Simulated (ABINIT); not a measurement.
# InP (F-43m) in ABINIT: notebook

Aim: see how the results for InP move with the level of theory and the settings. Levels: PBE, PBEsol. Tasks: relaxation of cell and atoms, single point.

Program: ABINIT 10.8.3 (patched build). These are calculated values, not measurements. Logs are shortened: lines on timing, memory, paths and dates and some standing lists are left out, and cuts for length are marked. The log counts tension as positive stress, the text compression.

**Measured values to compare with.**

A printed reference work, data compilation reports, for a bulk crystal of InP at 1.6 K: band gap 1.4236 eV (direct).

The runs below are set against these values where they give the same quantity.

## (1) Starting point

Symmetry: F-43m, No. 216, cubic system. The conventional cell has a = 5.861 Å, b = 5.861 Å, c = 5.861 Å, α = 90.00°, β = 90.00°, γ = 90.00°. Around In (site symmetry -43m) lie 4 P at 2.54 Å. P (site symmetry -43m) is surrounded by 4 In at 2.54 Å.

## (2) Relaxation of cell and atoms, PBE

File run.abi:

```
# Pseudopotentials
pp_dirpath "./"
pseudos "In.upf, P.upf"

# Structure
acell 4.1443528445 4.1443528445 4.1443528445 Angstrom
rprim
     0.0000000000     0.7071067812     0.7071067812
     0.7071067812     0.0000000000     0.7071067812
     0.7071067812     0.7071067812     0.0000000000
ntypat 2
znucl 49 15
natom 2
typat 1 2
chkprim 0
chksymtnons 0
tolsym 1.0e-6
xred
            0.0            0.0            0.0
            3/4            3/4            3/4

# Plane-wave basis
ecut 31.0
ecutsm 0.5

# k points
kptopt 1
ngkpt 6 6 6
nshiftk 1
shiftk 0.0 0.0 0.0

# Exchange and correlation
ixc 11

# Bands and occupations
nband 13
occopt 3
tsmear 0.00183747

# SCF cycle
nstep 80
tolvrs 1.0e-12

# Output
iomode 3
prteig 0
prtebands 0
prtwf 0
prtden 0

# Relaxation
ionmov 22
optcell 2
ntime 50
tolmxf 2.0e-5
dilatmx 1.08
```

Potentials or basis: PseudoDojo NC SR PBE v0.4.1 standard.

Run with:

```console
abinit run.abi > log 2>&1
```

run.abo:

```text
.Version 10.8.3 of ABINIT
 Symmetries : space group F-4 3 m (#216); Bravais cF (face-center cubic)
================================================================================
 Values of the parameters that define the memory need of the present run
     intxc =       0    ionmov =      22      iscf =       7    lmnmax =       6
     lnmax =       6     mgfft =      45  mpssoang =       3    mqgrid =    3001
     natom =       2  nloc_mem =       1    nspden =       1   nspinor =       1
    nsppol =       1      nsym =      24    n1xccc =    2501    ntypat =       2
    occopt =       3   xclevel =       2
       mpw =        3548          nfft =       91125          nkpt =          16
================================================================================
================================================================================

--------------------------------------------------------------------------------
------------- Echo of variables that govern the present computation ------------
--------------------------------------------------------------------------------
 -outvars: echo values of preprocessed input variables --------
            acell      7.8316918452E+00  7.8316918452E+00  7.8316918452E+00 Bohr
              amu      1.14820000E+02  3.09737620E+01
          chkprim           0
      chksymtnons           0
          dilatmx      1.08000000E+00
             ecut      3.10000000E+01 Hartree
           ecutsm      5.00000000E-01 Hartree
           ionmov          22
              ixc          11
         kptrlatt        6    0    0      0    6    0      0    0    6
          kptrlen      4.69901511E+01
            natom           2
            nband          13
            ngfft          45      45      45
             nkpt          16
            nstep          80
             nsym          24
            ntime          50
           ntypat           2
           occopt           3
          optcell           2
           prtden           0
        prtebands           0
           prteig           0
            prtwf           0
            rprim      0.0000000000E+00  7.0710678120E-01  7.0710678120E-01
                       7.0710678120E-01  0.0000000000E+00  7.0710678120E-01
                       7.0710678120E-01  7.0710678120E-01  0.0000000000E+00
          spgroup         216
           tolmxf      2.00000000E-05
           tolsym      1.00000000E-06
           tolvrs      1.00000000E-12
           tsmear      1.83747000E-03 Hartree
            typat      1  2
           xangst      0.0000000000E+00  0.0000000000E+00  0.0000000000E+00
                       4.3957500000E+00  4.3957500000E+00  4.3957500000E+00
            xcart      0.0000000000E+00  0.0000000000E+00  0.0000000000E+00
                       8.3067636180E+00  8.3067636180E+00  8.3067636180E+00
             xred      0.0000000000E+00  0.0000000000E+00  0.0000000000E+00
                       7.5000000000E-01  7.5000000000E-01  7.5000000000E-01
            znucl       49.00000   15.00000

================================================================================

 chkinp: Checking input parameters for consistency.

================================================================================
== DATASET  1 ==================================================================

--- !DatasetInfo
iteration_state: {dtset: 1, }
dimensions: {natom: 2, nkpt: 16, mband: 13, nsppol: 1, nspinor: 1, nspden: 1, mpw: 3548, }
cutoff_energies: {ecut:  31.0, pawecutdg:  -1.0, }
electrons: {nelect:   1.80000000E+01, charge:   0.00000000E+00, occopt:   3.00000000E+00, tsmear:   1.83747000E-03, }
meta: {optdriver: 0, ionmov: 22, optcell: 2, iscf: 7, paral_kgb: 0, }
...

 Exchange-correlation functional for the present dataset will be:
  GGA: Perdew-Burke-Ernzerhof functional - ixc=11
  J.P.Perdew, K.Burke, M.Ernzerhof, PRL 77, 3865 (1996)

 Real(R)+Recip(G) space primitive vectors, cartesian coordinates (Bohr,Bohr^-1):
 R(1)=  0.0000000  5.5378424  5.5378424  G(1)= -0.0902879  0.0902879  0.0902879
 R(2)=  5.5378424  0.0000000  5.5378424  G(2)=  0.0902879 -0.0902879  0.0902879
 R(3)=  5.5378424  5.5378424  0.0000000  G(3)=  0.0902879  0.0902879 -0.0902879
 Unit cell volume ucvol=  3.3966576E+02 bohr^3
 Angles (23,13,12)=  6.00000000E+01  6.00000000E+01  6.00000000E+01 degrees

 getcut: wavevector=  0.0000  0.0000  0.0000  ngfft=  45  45  45
         ecut(hartree)=     36.158   => boxcut(ratio)=   2.07552

--- Pseudopotential description ------------------------------------------------
- pspini: atom type   1  psp file is ./In.upf
  49.00000  13.00000  171031                  znucl, zion, pspdat
12 -101130 2 -1 1964                          pspcod,pspxc,lmax,lloc,mmax
     nproj     2     2     2

- pspini: atom type   2  psp file is ./P.upf
  15.00000   5.00000  171031                  znucl, zion, pspdat
12 -101130 2 -1 1298                          pspcod,pspxc,lmax,lloc,mmax
     nproj     2     2     2

   6.00945385E+02                                ecore*ucvol(ha*bohr**3)
--------------------------------------------------------------------------------

================================================================================

=== [ionmov=22] Limited-memory Broyden-Fletcher-Goldfarb-Shanno method
================================================================================

--- Iteration: ( 1/50) Internal Cycle: (1/1)
--------------------------------------------------------------------------------

---SELF-CONSISTENT-FIELD CONVERGENCE--------------------------------------------

--- !BeginCycle
iteration_state: {dtset: 1, itime: 1, icycle: 1, }
solver: {iscf: 7, nstep: 80, nline: 4, wfoptalg: 0, }
tolerances: {tolvrs: 1.00E-12, }
...
[... 470 lines left out ...]
  0.00000000000000E+00  5.63264646753832E+00  5.63264646753832E+00
  5.63264646753832E+00  0.00000000000000E+00  5.63264646753832E+00
  5.63264646753832E+00  5.63264646753832E+00  0.00000000000000E+00
 Unitary Cell Volume (ucvol) [Bohr^3]=  3.57410639526604E+02
 Angles (23,13,12)= [degrees]
  6.00000000000000E+01  6.00000000000000E+01  6.00000000000000E+01
 Lengths [Bohr]
  7.96576502644560E+00  7.96576502644560E+00  7.96576502644560E+00
 Stress tensor in cartesian coordinates (strten) [Ha/bohr^3]
 -1.53702601861372E-09  0.00000000000000E+00  0.00000000000000E+00
  0.00000000000000E+00 -1.53702601774636E-09  0.00000000000000E+00
  0.00000000000000E+00  0.00000000000000E+00 -1.53702601948108E-09
 Total energy (etotal) [Ha]= -7.33938356145104E+01

 Difference of energy with previous step (new-old):
           Absolute (Ha)=-3.89159E-09
           Relative     =-5.30233E-11

 At Broyd/MD step   5, gradients are converged :
  max grad (force/stress) = 1.5370E-07 < tolmxf= 2.0000E-05 ha/bohr (free atoms)

================================================================================

 ----iterations are completed or convergence reached----

 Mean square residual over all n,k,spin=   40.134E-10; max=  83.477E-08
 reduced coordinates (array xred) for    2 atoms
       0.000000000000      0.000000000000     -0.000000000000
       0.750000000000      0.750000000000      0.750000000000
 rms dE/dt=  0.0000E+00; max dE/dt=  0.0000E+00; dE/dt below (all hartree)
    1       0.000000000000      0.000000000000      0.000000000000
    2       0.000000000000      0.000000000000      0.000000000000

 cartesian coordinates (angstrom) at end:
    1      0.00000000000000    -0.00000000000000     0.00000000000000
    2      4.47100221850867     4.47100221850867     4.47100221850867

 cartesian forces (hartree/bohr) at end:
    1     -0.00000000000000    -0.00000000000000    -0.00000000000000
    2     -0.00000000000000    -0.00000000000000    -0.00000000000000
 frms,max,avg= 0.0000000E+00 0.0000000E+00   0.000E+00  0.000E+00  0.000E+00 h/b

 cartesian forces (eV/Angstrom) at end:
    1     -0.00000000000000    -0.00000000000000    -0.00000000000000
    2     -0.00000000000000    -0.00000000000000    -0.00000000000000
 frms,max,avg= 0.0000000E+00 0.0000000E+00   0.000E+00  0.000E+00  0.000E+00 e/A
 length scales=  7.965765026446  7.965765026446  7.965765026446 bohr
              =  4.215301316543  4.215301316543  4.215301316543 angstroms
 Fermi (or HOMO) energy (hartree) =   0.15487   Average Vxc (hartree)=  -0.33755
 Eigenvalues (hartree) for nkpt=  16  k points:
 kpt#   1, nband= 13, wtk=  0.00463, kpt=  0.0000  0.0000  0.0000 (reduced coord)
  -0.37402   -0.37402   -0.37402   -0.36943   -0.36943   -0.26501    0.14594    0.14594
   0.14594    0.16172    0.29600    0.29600    0.29600
      occupation numbers for kpt#   1
   2.00000    2.00000    2.00000    2.00000    2.00000    2.00000    1.98464    1.98464
   1.98464    0.04706    0.00000    0.00000    0.00000
 prteigrs : prtvol=0 or 1, do not print more k-points.

--- !EnergyTerms
iteration_state     : {dtset: 1, itime: 5, icycle: 1, }
comment             : Components of total free energy in Hartree
kinetic             :  4.43878980155913E+01
hartree             :  1.88181970080188E+01
xc                  : -2.20916593242150E+01
Ewald energy        : -4.41051521788484E+01
psp_core            :  1.68138639016663E+00
local_psp           : -5.82427797000680E+01
non_local_psp       : -1.38417215331107E+01
internal            : -7.33938313224655E+01
'-kT*entropy'       : -4.29204489809712E-06
total_energy        : -7.33938356145104E+01
total_energy_eV     : -1.99714800898048E+03
band_energy         : -3.86082838871334E+00
...

 Cartesian components of stress tensor (hartree/bohr^3)
  sigma(1 1)= -1.53702602E-09  sigma(3 2)=  0.00000000E+00
  sigma(2 2)= -1.53702602E-09  sigma(3 1)=  0.00000000E+00
  sigma(3 3)= -1.53702602E-09  sigma(2 1)=  0.00000000E+00

-Cartesian components of stress tensor (GPa)         [Pressure=  4.5221E-05 GPa]
- sigma(1 1)= -4.52208667E-05  sigma(3 2)=  0.00000000E+00
- sigma(2 2)= -4.52208667E-05  sigma(3 1)=  0.00000000E+00
- sigma(3 3)= -4.52208667E-05  sigma(2 1)=  0.00000000E+00

== END DATASET(S) ==============================================================
================================================================================

 -outvars: echo values of variables after computation  --------
            acell      7.9657650264E+00  7.9657650264E+00  7.9657650264E+00 Bohr
           etotal     -7.3393835615E+01
            fcart     -0.0000000000E+00 -0.0000000000E+00 -0.0000000000E+00
                      -0.0000000000E+00 -0.0000000000E+00 -0.0000000000E+00
            rprim      0.0000000000E+00  7.0710678119E-01  7.0710678119E-01
                       7.0710678119E-01  0.0000000000E+00  7.0710678119E-01
                       7.0710678119E-01  7.0710678119E-01  0.0000000000E+00
           strten     -1.5370260186E-09 -1.5370260177E-09 -1.5370260195E-09
                       0.0000000000E+00  0.0000000000E+00  0.0000000000E+00
           xangst      7.8941127345E-44 -1.5975379854E-44  4.6697412922E-28
                       4.4710022185E+00  4.4710022185E+00  4.4710022185E+00
             xred      7.8333800745E-29  7.8333800745E-29 -7.8333800745E-29
                       7.5000000000E-01  7.5000000000E-01  7.5000000000E-01
 Calculation completed.
```

It took 2 min on 1 thread of Arm Neoverse V2, shared host; peak memory 0.08 GiB.

Results:

| Quantity | Value |
| --- | --- |
| Free energy | -1997.1480 eV |
| Band gap on the k mesh | 0.43 eV, direct |

Caveat: the cutoff is too short for stress, so the log's stress isn't used; spin-orbit coupling is left out, which moves the levels of the heavy elements. A k mesh can miss the band edges.

## (3) Single point, PBE (cell relaxed)

File run.abi:

```
# Pseudopotentials
pp_dirpath "./"
pseudos "In.upf, P.upf"

# Structure
acell 4.2153013227 4.2153013227 4.2153013227 Angstrom
rprim
     0.0000000000     0.7071067812     0.7071067812
     0.7071067812     0.0000000000     0.7071067812
     0.7071067812     0.7071067812     0.0000000000
ntypat 2
znucl 49 15
natom 2
typat 1 2
xred
     0.0000000000     0.0000000000     0.0000000000
     0.7500000000     0.7500000000     0.7500000000
chkprim 0
chksymtnons 0
tolsym 1.0e-6

# Plane-wave basis
ecut 31.0

# k points
kptopt 1
ngkpt 6 6 6
nshiftk 1
shiftk 0.0 0.0 0.0

# Exchange and correlation
ixc 11

# Bands and occupations
nband 13
occopt 3
tsmear 0.00183747

# SCF cycle
nstep 100
tolvrs 1.0e-10

# Output
iomode 3
prtwf 0
prteig 0
prtebands 0
prtden 1
prtvha 1
prtvclmb 1
prtpot 1
prtelf 1
```

Potentials or basis: PseudoDojo NC SR PBE v0.4.1 standard.

Run with:

```console
abinit run.abi > log 2>&1
```

Wall time 21 s (1 thread of Arm Neoverse V2, shared host); peak memory 0.08 GiB.

It converged, with:

| Quantity | Value |
| --- | --- |
| Free energy | -1997.1500 eV |
| Band gap on the k mesh | 0.43 eV, direct |
| Valence electrons inside the program's atomic spheres | In 9.88; P 2.73 |

Levels at points of the mesh, in eV from the valence-band top:
```tsv
k point	band 6	band 7	band 8	band 9	band 10	band 11	band 12	band 13
(0.00, 0.00, 0.00)	-11.18	0.00	0.00	0.00	0.43	4.08	4.08	4.08
(0.50, 0.00, 0.00)	-9.63	-5.47	-0.90	-0.90	1.37	4.79	4.79	7.00
(0.50, 0.50, 0.00)	-9.03	-5.54	-2.15	-2.15	1.84	2.26	8.92	9.24
```

Caveat: the cutoff is too short for stress, so the log's stress isn't used; spin-orbit coupling is left out, which moves the levels of the heavy elements.

(Part 1 of 2 ends here.)
